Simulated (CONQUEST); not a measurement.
# Si2W (I4/mmm) in CONQUEST: equation of state

Aim: energy against volume of Si2W in PBE, for its equilibrium volume and stiffness.

Program: CONQUEST 1.3. These are calculated values, not measurements. Logs are shortened: lines on timing, memory, paths and dates and some standing lists are left out, and cuts for length are marked.

### Step 1. The structure

Symmetry: I4/mmm, No. 139, tetragonal system. Conventional cell: a = 3.214 Å, b = 3.214 Å, c = 7.830 Å, α = 90.00°, β = 90.00°, γ = 90.00°. Around W (site symmetry 4/mmm) lie 10 Si at 2.62 Å. Around Si (site symmetry 4mm) lie 5 Si at 2.59 to 2.63 Å and 5 W at 2.62 Å.

### Step 2. Equation of state, PBE, 12.67 Å³/atom (volume scaled by 0.94)

Contents of Conquest_input:

```
IO.Title Si2W
IO.Coordinates coords.dat
IO.FractionalAtomicCoords T
IO.Iprint 2
IO.Iprint_init 1
General.NumberOfSpecies 2
General.PseudopotentialType hamann
AtomMove.TypeOfRun static
AtomMove.FullStress T
Grid.PointsAlongX 32
Grid.PointsAlongY 32
Grid.PointsAlongZ 80
DM.SolutionMethod diagon
Diag.MPMesh T
Diag.GammaCentred T
Diag.MPMeshX 8
Diag.MPMeshY 8
Diag.MPMeshZ 4
Diag.kT 0.00183747
minE.SCTolerance 1e-6
SC.MaxIters 100
IO.AtomChargeOutput T
%block ChemicalSpeciesLabel
1 183.850 W
2 28.090 Si
%endblock
```

Contents of coords.dat:

```
    5.9492241377     0.0000000000     0.0000000000
    0.0000000000     5.9492241377     0.0000000000
    0.0000000000     0.0000000000    14.4943151643
6
  0.0000000000   0.0000000000   0.0000000000 1 T T T
  0.5000000000   0.5000000000   0.5000000000 1 T T T
  0.0000000000   0.0000000000   0.6653000000 2 T T T
  0.5000000000   0.5000000000   0.1653000000 2 T T T
  0.0000000000   0.0000000000   0.3347000000 2 T T T
  0.5000000000   0.5000000000   0.8347000000 2 T T T
```

Potentials or basis: PseudoDojo NC PBE, DZP, grid of 32 × 32 × 80 points.

On the command line:

```console
$ OMP_NUM_THREADS=1 Conquest
```

What it wrote:

```text
Simulation cell dimensions:     5.9492 a0 x     5.9492 a0 x    14.4943 a0

      Atomic coordinates (a0)
         Atom         X         Y         Z  Species
            1    0.0000    0.0000    0.0000        1
            2    2.9746    2.9746    7.2472        1
            3    0.0000    0.0000    9.6431        2
            4    2.9746    2.9746    2.3959        2
            5    0.0000    0.0000    4.8512        2
            6    2.9746    2.9746   12.0984        2

         Monkhorst-Pack mesh:   8 x   8 x   4 gamma-centred
        This calculation includes non-local pseudopotentials,
         with a maximum core radius of      7.96707561

    Job title: Si2W
    Job to be run: static calculation

    Ground state search:
      Support functions represented with PAO basis
      1:1 PAO to SF mapping
      Non-spin-polarised electrons
      Solving for the K matrix using diagonalisation
      Using Fermi-Dirac smearing

    Integration grid size:     32 x   32 x   80

    Integration grid spacing:  0.186 a0 x 0.186 a0 x 0.181 a0

    Number of species:  2
    --------------------------------------------------------
    |   #  mass (au)  Charge (e)  SF Rad (a0)  NSF  Label  |
    --------------------------------------------------------
    |   1    183.850      14.000        8.180   19  W      |
    |   2     28.090       4.000        7.437   13  Si     |
    --------------------------------------------------------
          SCF tolerance:                 0.00000100
          SCF iterations:               100

    The functional used will be GGA PBE96

           radial cut-off to be used is taken to be max PAO cut-off radius for this species:    7.967076

           greatest ang. mom. for making density from PAOs:  2

           radial cut-off to be used is taken to be max PAO cut-off radius for this species:    7.120431

           greatest ang. mom. for making density from PAOs:  2
    Minimum blocs/proc is     1280. Maximum blocs/proc is     1280
    set_atom_dens: In set_atomic_density, electrons :      44.000000000000
 matrix_size & matrix_size_padH =           90          90

    Screened ion int: energy:    -115.579488886078 Ha

    new_SC_potl: Starting.  Tolerance:  0.10000E-05

    PulayMixSC: Starting Pulay mixing, A_up =  0.500 A_dn =  0.500
    PulayMixSC: Spin non-polarised calculation.
          Harris-Foulkes Energy            :      -168.646723528761129 Ha
          GroundState Energy (E-(1/2)TS)   :      -168.646778879667153 Ha
          Free Energy (E-TS)               :      -168.646834230573148 Ha
          DFT Total Energy                 :      -168.636667622546241 Ha
          Total number of electrons        :        44.000000000001478
    PulayMixSC: Pulay iteration     1 residual:              0.19783E-02
          Harris-Foulkes Energy            :      -168.640093366729133 Ha
          GroundState Energy (E-(1/2)TS)   :      -168.640147642096252 Ha
          Free Energy (E-TS)               :      -168.640201917463401 Ha
          DFT Total Energy                 :      -168.638677144083914 Ha
          Total number of electrons        :        44.000024250338818
    PulayMixSC: Pulay iteration     2 residual:              0.92136E-03
          Harris-Foulkes Energy            :      -168.639067449638077 Ha
          GroundState Energy (E-(1/2)TS)   :      -168.639123687055928 Ha
          Free Energy (E-TS)               :      -168.639179924473780 Ha
          DFT Total Energy                 :      -168.638650232700627 Ha
          Total number of electrons        :        44.000047024967039
    PulayMixSC: Pulay iteration     3 residual:              0.18560E-03
          Harris-Foulkes Energy            :      -168.638983696547257 Ha
          GroundState Energy (E-(1/2)TS)   :      -168.639039231110530 Ha
          Free Energy (E-TS)               :      -168.639094765673804 Ha
          DFT Total Energy                 :      -168.638864685168670 Ha
          Total number of electrons        :        44.000048496313752
    PulayMixSC: Pulay iteration     4 residual:              0.94437E-04
          Harris-Foulkes Energy            :      -168.638949209784329 Ha
          GroundState Energy (E-(1/2)TS)   :      -168.639004908722342 Ha
          Free Energy (E-TS)               :      -168.639060607660355 Ha
          DFT Total Energy                 :      -168.638948524533731 Ha
          Total number of electrons        :        44.000049045676192
    PulayMixSC: Pulay iteration     5 residual:              0.14885E-04
          Harris-Foulkes Energy            :      -168.638948681254277 Ha
          GroundState Energy (E-(1/2)TS)   :      -168.639004343398284 Ha
          Free Energy (E-TS)               :      -168.639060005542262 Ha
          DFT Total Energy                 :      -168.638948679492898 Ha
          Total number of electrons        :        44.000049139671532
    PulayMixSC: Pulay iteration     6 residual:              0.11560E-05
          Harris-Foulkes Energy            :      -168.638949025117995 Ha
          GroundState Energy (E-(1/2)TS)   :      -168.639004683801119 Ha
          Free Energy (E-TS)               :      -168.639060342484242 Ha
          DFT Total Energy                 :      -168.638949024644546 Ha
          Total number of electrons        :        44.000048923806538
    PulayMixSC: Pulay iteration     7 residual:              0.48516E-06
    PulayMixSC: Reached SCF tolerance of  0.48516E-06 after      7 iterations
      | Number of electrons      =        44.000049
      |* band energy as 2Tr[K.H] =       -43.490583701458476 Ha
      |  screened ion-ion energy =      -115.579488886078082 Ha
      |  Ha correction           =         0.283387670325219 Ha
      |  XC correction           =        -9.852263416703769 Ha
      | GS Energy as E-(1/2)TS   =      -168.639004683801119 Ha
      | Free Energy as E-TS      =      -168.639060342484242 Ha
      |* Harris-Foulkes energy   =      -168.638949025117995 Ha
      |* DFT total energy        =      -168.638949024644546 Ha
      |  estimated accuracy      =        -0.000000000473449 Ha

    force: Forces on atoms (Ha/a0)
    force:  Atom   X              Y              Z
    force:     1  -0.0000000000   0.0000000000  -0.0000000000
    force:     2   0.0000000000  -0.0000000000   0.0000000000
    force:     3  -0.0000000000  -0.0000000000   0.0049260608
    force:     4  -0.0000000000  -0.0000000000   0.0049260608
    force:     5  -0.0000000000  -0.0000000000  -0.0049260608
    force:     6   0.0000000000  -0.0000000000  -0.0049260608

    force: Maximum force :        0.00492606(Ha/a0) on atom         3 in z direction
    force: Force Residual:        0.00402211 Ha/a0
    force: Total stress:        -22.50741020     0.00000000     0.00000000 GPa
                             0.00000000   -22.50741020     0.00000000
                             0.00000000     0.00000000   -25.09584492
    force: Average pressure:     23.37022177 GPa

    force: Finished force
    get_E_and_F: Change in energy during last step of electronic optimisation: -0.34386E-06

    BIBLIOGRAPHY: Please consider citing the following references in the conquest.bib file

    CONQUEST:         Bowler2002pt, Miyazaki2004, Nakata2020
    Basis:            Bowler2019
    DM:               Bowler:2006xr
    Pseudopotentials: Hamann2013, Bowler2019
    XC functional:    Perdew1996
```

Run time: 1.8 min. Hardware: 1 thread of Intel Xeon 6975P-C (Granite Rapids), shared host; peak memory 1.1 GiB.

Results:

```yaml
Free_energy: -4588.9026 eV
Pressure: 23.4 GPa
Largest_force: 0.253 eV/Å
Band_gap_on_the_k_mesh: none (metal or under the smearing width)
Mulliken_charges: W +0.53; Si -0.27 e
```

Caveat: Mulliken charges move with the basis; the basis of atomic orbitals isn't converged, which shifts pressures, moduli and gaps.

### Step 3. Equation of state, PBE, 12.94 Å³/atom (volume scaled by 0.96)

Conquest_input is that of step 2.

coords.dat: that of step 2 with these lines changed.

```diff
@@ -1,4 +1,4 @@
-    5.9492241377     0.0000000000     0.0000000000
-    0.0000000000     5.9492241377     0.0000000000
-    0.0000000000     0.0000000000    14.4943151643
+    5.9911214627     0.0000000000     0.0000000000
+    0.0000000000     5.9911214627     0.0000000000
+    0.0000000000     0.0000000000    14.5963911695
 6
```

Potentials or basis: PseudoDojo NC PBE, DZP, grid of 32 × 32 × 80 points.

On the command line:

```console
$ OMP_NUM_THREADS=1 Conquest
```

It took 1.8 min on 1 thread of Intel Xeon 6975P-C (Granite Rapids), shared host; peak memory 1.1 GiB.

Results (log left out):

| Item | Value |
| --- | --- |
| Free energy | -4589.1081 eV |
| Pressure | 17.6 GPa |
| Largest force | 0.181 eV/Å |
| Band gap on the k mesh | none (metal or under the smearing width) |
| Mulliken charges | W +0.43; Si -0.21 e |

Caveat: Mulliken charges move with the basis; the basis of atomic orbitals isn't converged, which shifts pressures, moduli and gaps.

[end of part 1 of 2]
